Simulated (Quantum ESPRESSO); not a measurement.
## ZnS: single point with PBE

Crystal: ZnS.

```
Zn S
1.0
     0.00000    2.70200    2.70200
     2.70200    0.00000    2.70200
     2.70200    2.70200    0.00000
Zn S
1 1
Direct
  0.75000 0.75000 0.75000
  0.00000 0.00000 0.00000
```

- Program: Quantum ESPRESSO 7.5
- Task: single point
- Functional: PBE
- Potentials or basis: SG15 PBE 1.2
- Cutoff: 952 eV
- Density cutoff: 3810 eV
- k mesh: 4 × 4 × 4
- Occupations: fermi-dirac, width 0.05 eV
- Spin: no spin polarisation
- Mixing beta: 0.5
- Most SCF iterations: 120
- SCF threshold: 4e-10 Ry

```json
{"Pressure": "2.0 GPa", "Band gap on the k mesh": "2.10 eV, direct"}
```

Levels at points of the mesh, in eV from the valence-band top:
| k point | band 11 | band 12 | band 13 | band 14 | band 15 | band 16 |
| --- | --- | --- | --- | --- | --- | --- |
| (0.00, 0.00, 0.00) | 0.00 | 0.00 | 0.00 | 2.10 | 6.41 | 6.41 |
| (0.00, 0.00, -0.50) | -5.29 | -0.87 | -0.87 | 3.31 | 6.93 | 6.93 |
| (0.00, -0.50, -0.50) | -4.57 | -2.22 | -2.22 | 3.41 | 4.08 | 10.97 |

Run time: 8 s on 1 thread of Arm Neoverse V1, with other jobs on the host, peak memory 0.05 GiB.

Caveat: the k mesh is coarse (spacing up to 0.50 Å⁻¹), so the values aren't converged. A hybrid or GW would open this gap; PBE tends to underestimate it.
